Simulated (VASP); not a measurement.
# AlP (F-43m) in VASP: a series of runs

One crystal, AlP, is run at these levels: PBE; tasks: single point.

Everything below comes from runs of VASP 6.6.1. Logs are shortened: lines on timing, memory, paths and dates and some standing lists are left out, and cuts for length are marked.

**Measured values to compare with.**

A printed reference work, data compilation reports, for a bulk crystal of AlP at 4.2 K: band gap 2.505 eV (indirect).

How close the calculation comes is told below.

### Step 1. Starting point

Symmetry: F-43m, No. 216, cubic system. The conventional cell has a = 5.451 Å, b = 5.451 Å, c = 5.451 Å, α = 90.00°, β = 90.00°, γ = 90.00°. Al (site symmetry -43m) has 4 P at 2.36 Å as nearest neighbours. P (site symmetry -43m) has 4 Al at 2.36 Å as nearest neighbours.

### Step 2. Single point, PBE

File INCAR:

```
ALGO     = Normal         # electronic algorithm
EDIFF    = 1E-7           # SCF threshold, eV
ENCUT    = 300            # plane-wave cutoff, eV
GGA      = PE             # functional
ISIF     = 2              # what is computed and relaxed
ISMEAR   = 0              # smearing method
LASPH    = T              # aspherical terms in the spheres
LCHARG   = F              # write CHGCAR
LREAL    = F              # projectors in reciprocal space
LWAVE    = F              # write WAVECAR
NBANDS   = 11             # bands
NELM     = 80             # most SCF steps
PREC     = Accurate       # precision mode
SIGMA    = 0.02           # smearing width, eV
```

File KPOINTS:

```
k-points
0
Gamma
  8 8 8
```

File POSCAR:

```
AlP
1.0
    0.0000000000      2.7255000000      2.7255000000
    2.7255000000      0.0000000000      2.7255000000
    2.7255000000      2.7255000000      0.0000000000
Al P
1 1
Direct
    0.0000000000      0.0000000000      0.0000000000
    0.2500000000      0.2500000000      0.2500000000
```

Potentials or basis: VASP PAW PBE potentials, release 64 (Al, P).

Launch:

```
$ cat potpaw_PBE.64/Al/POTCAR potpaw_PBE.64/P/POTCAR > POTCAR
$ mpirun -np 1 vasp_std > vasp.out
```

OUTCAR:

```text
EDIFF = 1E-7
   ENCUT = 300
   GGA = PE
   ISIF = 2
   ISMEAR = 0
   LASPH = T
   LREAL = F
   NELM = 80
   PREC = Accurate

 ion  position               nearest neighbor table
   1  0.000  0.000  0.000-   2 2.36   2 2.36   2 2.36   2 2.36
   2  0.250  0.250  0.250-   1 2.36   1 2.36   1 2.36   1 2.36

  LATTYP: Found a face centered cubic cell.
 ALAT       =     5.4510000000

  Lattice vectors:

 A1 = (   0.0000000000,   2.7255000000,   2.7255000000)
 A2 = (   2.7255000000,   0.0000000000,   2.7255000000)
 A3 = (   2.7255000000,   2.7255000000,   0.0000000000)

Analysis of symmetry for initial positions (statically):
=====================================================================
 Subroutine PRICEL returns:
 Original cell was already a primitive cell.

 Routine SETGRP: Setting up the symmetry group for a
 face centered cubic supercell.

 Subroutine GETGRP returns: Found 24 space group operations
 (whereof 24 operations were pure point group operations)
 out of a pool of 48 trial point group operations.

The static configuration has the point symmetry T_d .

Analysis of symmetry for dynamics (positions and initial velocities):
=====================================================================
 Subroutine PRICEL returns:
 Original cell was already a primitive cell.

 Routine SETGRP: Setting up the symmetry group for a
 face centered cubic supercell.

 Subroutine GETGRP returns: Found 24 space group operations
 (whereof 24 operations were pure point group operations)
 out of a pool of 48 trial point group operations.

The dynamic configuration has the point symmetry T_d .

 Subroutine INISYM returns: Found 24 space group operations
 (whereof 24 operations are pure point group operations),
 and found     1 'primitive' translations

----------------------------------------------------------------------------------------

                                     Primitive cell

  volume of cell :      40.4919

  direct lattice vectors                    reciprocal lattice vectors
     0.000000000  2.725500000  2.725500000    -0.183452578  0.183452578  0.183452578
     2.725500000  0.000000000  2.725500000     0.183452578 -0.183452578  0.183452578
     2.725500000  2.725500000  0.000000000     0.183452578  0.183452578 -0.183452578

  length of vectors
     3.854439064  3.854439064  3.854439064     0.317749185  0.317749185  0.317749185

  position of ions in fractional coordinates (direct lattice)
     0.000000000  0.000000000  0.000000000
     0.250000000  0.250000000  0.250000000

  ion indices of the primitive-cell ions
   primitive index   ion index
                 1           1
                 2           2

----------------------------------------------------------------------------------------

 KPOINTS: k-points

Automatic generation of k-mesh.
 Grid dimensions read from file:
 generate k-points for:    8    8    8

 Generating k-lattice:

  Cartesian coordinates                     Fractional coordinates (reciprocal lattice)
    -0.022931572  0.022931572  0.022931572     0.125000000  0.000000000  0.000000000
     0.022931572 -0.022931572  0.022931572     0.000000000  0.125000000  0.000000000
     0.022931572  0.022931572 -0.022931572     0.000000000  0.000000000  0.125000000

  Length of vectors
     0.039718648  0.039718648  0.039718648

  Shift w.r.t. Gamma in fractional coordinates (k-lattice)
     0.000000000  0.000000000  0.000000000

 Subroutine IBZKPT returns following result:
 ===========================================

 Found     29 irreducible k-points:

 Following reciprocal coordinates:
            Coordinates               Weight
  0.000000  0.000000  0.000000      1.000000
  0.125000  0.000000  0.000000      8.000000
  0.250000  0.000000  0.000000      8.000000
  0.375000  0.000000  0.000000      8.000000
  0.500000  0.000000  0.000000      4.000000
  0.125000  0.125000  0.000000      6.000000
[... 16 lines left out ...]
  0.500000  0.250000  0.125000     48.000000
 -0.375000  0.250000  0.125000     24.000000
 [... further k-points ...]
   k-points           NKPTS =     29   k-points in BZ     NKDIM =     29   number of bands    NBANDS=     11
   number of dos      NEDOS =    301   number of ions     NIONS =      2
   total plane-waves  NPLWV =  13824
   dimension x,y,z NGX =    24 NGY =   24 NGZ =   24
   dimension x,y,z NGXF=    48 NGYF=   48 NGZF=   48
   ions per type =               1   1
   NGX,Y,Z   is equivalent  to a cutoff of  10.35, 10.35, 10.35 a.u.
   NGXF,Y,Z  is equivalent  to a cutoff of  20.70, 20.70, 20.70 a.u.
 SYSTEM =  unknown system
   PREC   = accura    normal or accurate (medium, high low for compatibility)
   ISTART =      0    job   : 0-new  1-cont  2-samecut
   ICHARG =      2    charge: 1-file 2-atom 10-const
   ISPIN  =      1    spin polarized calculation?
   LNONCOLLINEAR =      F non collinear calculations
   LSORBIT =      F    spin-orbit coupling
   LASPH  =      T    aspherical Exc in radial PAW
   ENCUT  =  300.0 eV  22.05 Ry    4.70 a.u.   5.44  5.44  5.44*2*pi/ulx,y,z
   NELM   =     80;   NELMIN=  2; NELMDL= -5     # of ELM steps
   EDIFF  = 0.1E-06   stopping-criterion for ELM
   LREAL  =      F    real-space projection
   EDIFFG = 0.1E-05   stopping-criterion for IOM
   NSW    =      0    number of steps for IOM
   IBRION =     -1    ionic relax: 0-MD 1-quasi-New 2-CG
   NFREE  =      0    steps in history (QN), initial steepest desc. (CG)
   ISIF   =      2    stress and relaxation
   ISYM   =      2    0-nonsym 1-usesym 2-fastsym
   POTIM  = 0.5000    time-step for ionic-motion
   TEBEG  =    0.0;   TEEND  =   0.0 temperature during run
   PSTRESS=    0.0 pullay stress
   NELECT =       8.0000    total number of electrons
   NUPDOWN=      -1.0000    fix difference up-down
   EMIN   =  10.00;   EMAX   =-10.00  energy-range for DOS
   EFERMI =   0.00;   METHOD = LEGACY
   ISMEAR =     0;   SIGMA  =   0.02  broadening in eV -4-tet -1-fermi 0-gaus
   EFERMI_NEDOS =   21; number of points for ismear=-14 and -15
   IALGO  =     38    algorithm
   IMIX   =      4    mixing-type and parameters
     AMIX     =   0.40;   BMIX     =  1.00
     AMIX_MAG =   1.60;   BMIX_MAG =  1.00
  volume/ion in A,a.u.               =      20.25       136.63
  Fermi-wavevector in a.u.,A,eV,Ry     =   0.953488  1.801831 12.369596  0.909140
  Thomas-Fermi vector in A             =   2.082148
   LORBIT       =      0    0 simple, 1 ext, 2 COOP (PROOUT), +10 PAW based schemes
   GGA     = PE    functional components
   LHFCALC =     F    Hartree Fock is set to
   AEXX    =    0.0000 exact exchange contribution
   IVDW    =     0    specifies the selected vdW correction
   LEPSILON=     F    determine dielectric tensor
   LRPA    =     F    only Hartree local field effects (RPA)
 non-spin polarized calculation
 Gauss-broadening in eV      SIGMA  =   0.02
  energy-cutoff  :      300.00
  volume of cell :       40.49
 maximum number of plane-waves:       531
 NGX is ok and might be reduce to    24
   NGX = 11   NGY = 11   NGZ = 11

 number of electron       8.0000003 magnetization

 Free energy of the ion-electron system (eV)
  ---------------------------------------------------
  ext. energy  EPLUGINS =         0.00000000
  ---------------------------------------------------
  free energy    TOTEN  =       -10.36155742 eV

  energy without entropy =      -10.36155742  energy(sigma->0) =      -10.36155742

 E-fermi :   4.7108     XC(G=0):  -9.2282

 val. band max:        4.6271856752   @ k =   0.0000   0.0000   0.0000
 cond. band min:       6.1985194754   @ k =   0.5000   0.5000   0.0000
 fundamental gap:      1.5713338002
 Fermi energy:         4.7107939754

 k-point     1 :       0.0000    0.0000    0.0000
  band No.  band energies     occupation
      1      -6.9076      2.00000
      2       4.6272      2.00000
      3       4.6272      2.00000
      4       4.6272      2.00000
      5       7.9749      0.00000
      6       9.1971      0.00000
      7       9.1971      0.00000
      8       9.1971      0.00000
      9      13.4785      0.00000
     10      13.4785      0.00000
     11      14.9525      0.00000

 k-point     2 :       0.1250    0.0000    0.0000
  band No.  band energies     occupation
      1      -6.7341      2.00000
      2       3.4032      2.00000
      3       4.4790      2.00000
      4       4.4790      2.00000
      5       8.3714      0.00000
      6       9.4838      0.00000
      7       9.4838      0.00000
      8       9.7443      0.00000
      9      12.9918      0.00000
     10      12.9918      0.00000
     11      15.5840      0.00000

 k-point     3 :       0.2500    0.0000    0.0000
  band No.  band energies     occupation
      1      -6.2459      2.00000
      2       1.4453      2.00000
      3       4.1835      2.00000
      4       4.1835      2.00000
      5       7.9782      0.00000
      6       9.7898      0.00000
      7       9.7898      0.00000
      8      11.5984      0.00000
      9      12.9718      0.00000
     10      12.9718      0.00000
     11      15.0265      0.00000

 k-point     4 :       0.3750    0.0000    0.0000
  band No.  band energies     occupation
      1      -5.5890      2.00000
      2      -0.2055      2.00000
      3       3.9473      2.00000
      4       3.9473      2.00000
      5       7.5996      0.00000
      6       9.5978      0.00000
      7       9.5978      0.00000
      8      12.8211      0.00000
      9      14.3767      0.00000
     10      14.3767      0.00000
     11      15.3129      0.00000
[... 239 lines left out ...]
 k-point    22 :       0.3750    0.2500    0.1250
  band No.  band energies     occupation
      1      -5.8324      2.00000
      2       1.1234      2.00000
      3       2.7226      2.00000
      4       3.7105      2.00000
      5       8.4926      0.00000
      6       9.4845      0.00000
      7      10.0871      0.00000
      8      11.4661      0.00000
      9      13.0113      0.00000
     10      15.4679      0.00000
     11      17.5995      0.00000

 k-point    23 :       0.5000    0.2500    0.1250
  band No.  band energies     occupation
      1      -5.2305      2.00000
      2       0.0043      2.00000
      3       2.1559      2.00000
      4       3.3246      2.00000
      5       8.5921      0.00000
      6       9.4414      0.00000
      7      10.6886      0.00000
      8      11.7629      0.00000
      9      14.1482      0.00000
     10      16.0200      0.00000
     11      17.5026      0.00000

 k-point    24 :      -0.3750    0.2500    0.1250
  band No.  band energies     occupation
      1      -4.9004      2.00000
      2      -0.5602      2.00000
      3       2.0218      2.00000
      4       3.1360      2.00000
      5       8.5882      0.00000
      6       9.1749      0.00000
      7      11.5447      0.00000
      8      12.3624      0.00000
      9      13.6631      0.00000
     10      16.1345      0.00000
     11      17.4191      0.00000

 [... further k-points ...]

------------------------ aborting loop because EDIFF is reached ----------------------------------------

  FORCE on cell =-STRESS in cart. coord.  units (eV):
  Direction    XX          YY          ZZ          XY          YZ          ZX
  --------------------------------------------------------------------------------------
  -------------------------------------------------------------------------------------
  Total        0.6421960      0.6421960      0.6421960      0.0000000      0.0000000      0.0000000
  in kB       25.4102906     25.4102906     25.4102906      0.0000000      0.0000000      0.0000000
  external PRESSURE =      25.4102906 kB  Pullay stress =       0.0000000 kB

 VOLUME and BASIS-vectors are now :
 -----------------------------------------------------------------------------
  energy-cutoff  :      300.00
  volume of cell :       40.49
      direct lattice vectors                 reciprocal lattice vectors
     0.000000000  2.725500000  2.725500000    -0.183452578  0.183452578  0.183452578
     2.725500000  0.000000000  2.725500000     0.183452578 -0.183452578  0.183452578
     2.725500000  2.725500000  0.000000000     0.183452578  0.183452578 -0.183452578

 POSITION                                       TOTAL-FORCE (eV/Angst)
 -----------------------------------------------------------------------------------
      0.00000      0.00000      0.00000        -0.000000     -0.000000     -0.000000
      1.36275      1.36275      1.36275         0.000000      0.000000      0.000000
 -----------------------------------------------------------------------------------
    total drift:                               -0.000002     -0.000002     -0.000002

  FREE ENERGIE OF THE ION-ELECTRON SYSTEM (eV)
  ---------------------------------------------------
  free  energy   TOTEN  =       -10.3615574157 eV

  energy  without entropy=      -10.3615574157  energy(sigma->0) =      -10.36155742
```

Run time: 4.5 s. Hardware: 1 thread of Intel Xeon Platinum 8375C at 2.90GHz (Ice Lake), shared host; peak memory 0.13 GiB.

Results:

```
Free energy            : -10.3616 eV
Pressure               : 2.5 GPa
Band gap on the k mesh : 1.57 eV, indirect (least direct gap 3.35 eV)
```

Caveat: the cutoff is under 1.25 times the usual one of these potentials, so pressure, stress and relaxed cells hold a basis-set (Pulay) error.

### Step 3. Single point, PBE

INCAR: that of step 2 with these lines changed.

```diff
@@ -2,3 +2,3 @@
 EDIFF    = 1E-7           # SCF threshold, eV
-ENCUT    = 300            # plane-wave cutoff, eV
+ENCUT    = 350            # plane-wave cutoff, eV
 GGA      = PE             # functional
```

KPOINTS is that of step 2.

POSCAR is that of step 2.

Potentials or basis: VASP PAW PBE potentials, release 64 (Al, P).

Launch:

```
$ cat potpaw_PBE.64/Al/POTCAR potpaw_PBE.64/P/POTCAR > POTCAR
$ mpirun -np 1 vasp_std > vasp.out
```

It took 4.2 s on 1 thread of Intel Xeon Platinum 8375C at 2.90GHz (Ice Lake), shared host; peak memory 0.13 GiB.

Results (log left out):

- Free energy: -10.3647 eV
- Pressure: 2.6 GPa
- Band gap on the k mesh: 1.57 eV, indirect (least direct gap 3.35 eV)

Levels at points of the mesh, in eV from the valence-band top:
```tsv
k point	band 1	band 2	band 3	band 4	band 5	band 6	band 7	band 8	band 9
(0.00, 0.00, 0.00)	-11.53	0.00	0.00	0.00	3.35	4.57	4.57	4.57	8.84
(0.50, 0.00, 0.00)	-9.84	-5.55	-0.77	-0.77	2.83	4.82	4.82	8.29	11.55
(0.50, 0.50, 0.00)	-9.17	-5.32	-2.11	-2.11	1.57	2.47	11.12	11.12	12.11
```

### Step 4. Comparison with measurements

Step 2. Against the measured gap of AlP, 2.505 eV (indirect; 4.2 K; a printed reference work, data compilation), the calculated 1.57 eV is off by -0.93 eV. The value is that of PBE on a finite k mesh, which can miss the band edges, without temperature or zero-point motion. Semilocal functionals fall short of measured gaps as a rule.

Step 3. A measured gap of AlP is 2.505 eV (indirect; 4.2 K; a printed reference work, data compilation); the calculated 1.57 eV misses it by -0.94 eV. The value is that of PBE on a finite k mesh, which can miss the band edges, without temperature or zero-point motion. Semilocal functionals fall short of measured gaps as a rule.
